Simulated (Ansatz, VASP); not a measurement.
## RbBr in VASP and in Ansatz

```
CELL_PARAMETERS angstrom
-4.19290 0.00000 0.00000
0.00000 4.19290 4.19290
0.00000 4.19290 -4.19290
ATOMIC_POSITIONS crystal
Rb 0.00000 0.50000 0.50000
Rb 0.00000 0.00000 0.00000
Br 0.50000 0.50000 0.00000
Br 0.50000 0.00000 0.50000
```

Alike in both runs: task single point; functional PBE; k mesh 6 × 4 × 4; occupations gaussian, width 0.05 eV; no spin polarisation.

|  | VASP | Ansatz |
| --- | --- | --- |
| version | VASP 6.6.1 | Ansatz 0.2.0 |
| potentials or method | VASP PAW PBE potentials, release 64 (Rb_sv, Br) | scalar-relativistic, plane waves, PAW |
| plane-wave cutoff (eV) | 520 | 420 |
| valence electrons in the cell | 32 | 32 |

```tsv
	VASP	Ansatz	Ansatz less VASP
gap on the k mesh at the Fermi level (eV)	3.92	3.93	+0.002
least direct gap on the mesh (eV)	3.92	3.93	+0.002
pressure (GPa)	0.1	0.0	-0.03
```
